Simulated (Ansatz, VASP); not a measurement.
# Ga: VASP beside Ansatz

The input INCAR:

```
  ALGO = Normal
  EDIFF = 1E-6
  ENCUT = 520
  GGA = PS
  ISIF = 2
  ISMEAR = -1
  LASPH = True
  LCHARG = False
  LREAL = False
  LWAVE = False
  NBANDS = 12
  NELM = 80
  PREC = Accurate
  SIGMA = 0.05
```

File KPOINTS:

```
k-points
0
Gamma
  13 13 13
```

File POSCAR:

```
Ga
1.0
   -1.4026165814      1.4026165814      2.3416381643
    1.4026165814     -1.4026165814      2.3416381643
    1.4026165814      1.4026165814     -2.3416381643
Ga
1
Direct
    0.0000000000      0.0000000000      0.0000000000
```

The input input.yaml:

```yaml
crystal:
  lattice:
    - [-1.4026165814, 1.4026165814, 2.3416381643]
    - [1.4026165814, -1.4026165814, 2.3416381643]
    - [1.4026165814, 1.4026165814, -2.3416381643]
  atoms:
    - { symbol: Ga, position: [0.0, 0.0, 0.0] }
kpoints:
  mp_grid: { grid: [13, 13, 13] }
scf:
  occupations: { method: fermi_dirac, width: 0.05 }
hamiltonian:
  xc: pbesol
  pseudopotentials: { kind: all_electron, lapw: { basis_error: 0.001 } }
output:
  forces: true
  stress: true
  eigenvalues: true
```

Change from the starting cell: volume scaled by 1.04.

Alike in both runs: task single point; functional PBEsol; k mesh 13 × 13 × 13; occupations fermi-dirac, width 0.05 eV; no spin polarisation.

```csv
,VASP,Ansatz
version,VASP 6.6.1,Ansatz 0.2.0
potentials or method,"VASP PAW PBE potentials, release 64 (Ga_d)","all-electron LAPW, scalar-relativistic"
plane-wave cutoff (eV),520,see its input
```

```tsv
	VASP	Ansatz	Ansatz less VASP
gap on the k mesh at the Fermi level (eV)	none	none	-
pressure (GPa)	-2.4	-2.4	+0.01
```

A gap of «none» marks a metal or a gap that the smearing closes. Ansatz ran all-electron here, so the differences hold the error of VASP's frozen core and of both bases.

Caveats: the PAW data sets were made with another functional, which shifts forces and pressure a little (VASP).
